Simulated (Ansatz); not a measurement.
## Ag: from a first guess to the relaxed diamond type

First guess:

```xyz
2
Lattice="0.0000 3.1985 3.1985 3.1985 0.0000 3.1985 3.1985 3.1985 0.0000" Properties=species:S:1:pos:R:3 pbc="T T T"
Ag    0.0000    0.0000    0.0000
Ag    1.5993    1.5993    1.5993
```

Level of theory: DFT, PBE, PAW with Ansatz's default frozen-core files, scalar-relativistic (Ansatz 0.2.0).

Cell and atoms relax within the symmetry of the start on a 11×11×11 k mesh with 0.05 eV Fermi–Dirac smearing.

The start is built from a prototype, known or not as a phase of this compound; the cutoff is 420 eV.

(1) What is the pressure of the first guess?

(2) What does it relax to?

(3) How much energy does the relaxation release?

Answers

(1) -2.02 GPa.

(2) a = 6.217 Å, b = 6.217 Å, c = 6.217 Å, α = 90.00°, β = 90.00°, γ = 90.00° (conventional cell), 30.03 Å³ per atom:
```cif
data_structure
_symmetry_space_group_name_H-M 'Fd-3m:1'
_symmetry_Int_Tables_number 227
_cell_length_a 6.2167
_cell_length_b 6.2167
_cell_length_c 6.2167
_cell_angle_alpha 90.000
_cell_angle_beta 90.000
_cell_angle_gamma 90.000
_cell_volume 240.26
loop_
_atom_site_label
_atom_site_type_symbol
_atom_site_symmetry_multiplicity
_atom_site_Wyckoff_symbol
_atom_site_fract_x
_atom_site_fract_y
_atom_site_fract_z
_atom_site_occupancy
Ag1 Ag 8 b 0.00000 0.00000 0.50000 1
```

(3) 19 meV/atom.
